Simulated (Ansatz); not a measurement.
# BaTiO₃: symmetry broken, then relaxed

These are results of DFT r2SCAN, scalar-relativistic, plane waves, PAW (Ansatz), not measurements. Cutoff 500 eV, Γ-centred 6×6×6 k-points, Gaussian smearing of 0.05 eV. No spin polarisation. Energies are free energies at this smearing, counted from the undisturbed cell; pressure is positive in compression.

Reference structure (relaxed at this level; it needn't be the usual structure):

```
Ba Ti O
1.0
     2.84005    1.63971    2.33143
    -2.84005    1.63971    2.33143
     0.00000   -3.27941    2.33143
Ba Ti O
1 1 3
Direct
  0.00279 0.00279 0.00279
  0.51625 0.51625 0.51625
  0.48975 0.48975 0.98016
  0.48975 0.98016 0.48975
  0.98016 0.48975 0.48975
```

The atoms are displaced (Å, in the unstrained cell):

| atom | ux | uy | uz |
| --- | --- | --- | --- |
| Ba1 | 0.002 | -0.003 | 0.001 |
| Ti2 | -0.003 | -0.009 | -0.022 |
| O3 | 0.010 | 0.002 | -0.001 |
| O4 | -0.007 | 0.010 | 0.018 |
| O5 | -0.003 | 0.000 | 0.004 |

The cell is strained by (-0.1258, 0.0023, 0.1235, -0.0158, -0.0759, -0.0258) (xx, yy, zz, yz, xz, xy; engineering shear). The atoms are then relaxed in that fixed cell.

Question: How much of the energy do the atoms recover?

Answer: The disturbance cost 344.7 meV/atom, and 280.5 meV/atom remain in the strained cell. The final space group reads P1 (tolerance 0.05 Å).

Final structure:

```yaml
crystal:
  lattice:
    - [2.37319, 1.58846, 2.49867]
    - [-2.59238, 1.66168, 2.71418]
    - [-0.04618, -3.30534, 2.64525]
  atoms:
    - { symbol: Ba, position: [0.02070, 0.02609, 0.02586] }
    - { symbol: Ti, position: [0.50613, 0.52930, 0.53195] }
    - { symbol: O, position: [0.47265, 0.47920, 0.96146] }
    - { symbol: O, position: [0.48103, 0.97236, 0.48982] }
    - { symbol: O, position: [0.99820, 0.47175, 0.46961] }
```

The relaxation, step by step (energy from the first step):

| step | ΔE (meV/atom) | largest force component (eV/Å) | pressure (GPa) |
| --- | --- | --- | --- |
| 1 | 0.0 | 1.299 | n/a |
| 2 | -19.4 | 1.318 | n/a |
| 3 | -55.8 | 1.238 | n/a |
| 4 | -64.0 | 0.136 | n/a |
| 5 | -64.1 | 0.010 | n/a |
| 6 | -64.1 | 0.003 | n/a |

Frames along the relaxation (Å, eV/Å):

```xyz
5
Lattice="2.373 1.588 2.499 -2.592 1.662 2.714 -0.046 -3.305 2.645" Properties=species:S:1:pos:R:3:forces:R:3 pbc="T T T" step=1
Ba    0.001   -0.003    0.023    0.080   -0.086    0.310
Ti   -0.139   -0.038    4.032   -0.885   -0.563    0.807
O    -0.144   -1.646    5.144   -0.226    0.344   -0.709
O    -1.408    0.798    5.201   -0.268   -0.277   -0.561
O     1.031    0.752    5.079    1.299    0.581    0.153
5
Lattice="2.373 1.588 2.499 -2.592 1.662 2.714 -0.046 -3.305 2.645" Properties=species:S:1:pos:R:3:forces:R:3 pbc="T T T" step=2
Ba   -0.008   -0.041    0.184    0.023    0.536   -0.209
Ti   -0.128   -0.014    4.033   -1.086   -1.066    1.318
O    -0.175   -1.647    5.076    0.146    0.649   -0.520
O    -1.454    0.783    5.151    1.017   -0.311   -0.487
O     1.107    0.782    5.034   -0.099    0.193   -0.101
5
Lattice="2.373 1.588 2.499 -2.592 1.662 2.714 -0.046 -3.305 2.645" Properties=species:S:1:pos:R:3:forces:R:3 pbc="T T T" step=3
Ba   -0.017   -0.014    0.178   -0.033   -0.063    0.087
Ti   -0.190   -0.073    4.154    0.119    0.169   -1.237
O    -0.167   -1.612    5.027    0.057   -0.722    0.394
O    -1.407    0.749    5.112   -0.472    0.392    0.498
O     1.123    0.813    5.008    0.328    0.225    0.260
5
Lattice="2.373 1.588 2.499 -2.592 1.662 2.714 -0.046 -3.305 2.645" Properties=species:S:1:pos:R:3:forces:R:3 pbc="T T T" step=4
Ba   -0.020   -0.008    0.194    0.031   -0.011   -0.015
Ti   -0.190   -0.076    4.109   -0.136    0.020    0.021
O    -0.164   -1.634    5.023   -0.002    0.041   -0.005
O    -1.405    0.761    5.137    0.060   -0.048   -0.030
O     1.121    0.819    5.015    0.046   -0.002    0.029
5
Lattice="2.373 1.588 2.499 -2.592 1.662 2.714 -0.046 -3.305 2.645" Properties=species:S:1:pos:R:3:forces:R:3 pbc="T T T" step=5
Ba   -0.019   -0.009    0.192   -0.008    0.003   -0.006
Ti   -0.196   -0.074    4.108    0.009   -0.004    0.000
O    -0.164   -1.631    5.024   -0.001    0.002    0.008
O    -1.402    0.760    5.138    0.010    0.001   -0.003
O     1.124    0.818    5.016   -0.010   -0.002    0.002
5
Lattice="2.373 1.588 2.499 -2.592 1.662 2.714 -0.046 -3.305 2.645" Properties=species:S:1:pos:R:3:forces:R:3 pbc="T T T" step=6
Ba   -0.020   -0.009    0.191   -0.002    0.001    0.000
Ti   -0.196   -0.075    4.108   -0.001    0.002    0.000
O    -0.165   -1.631    5.025    0.003   -0.002    0.001
O    -1.402    0.761    5.137    0.000   -0.001   -0.001
O     1.124    0.817    5.017    0.000    0.000    0.000
```

Symmetry holds off the tilts and polar distortions that many cubic perovskites undergo.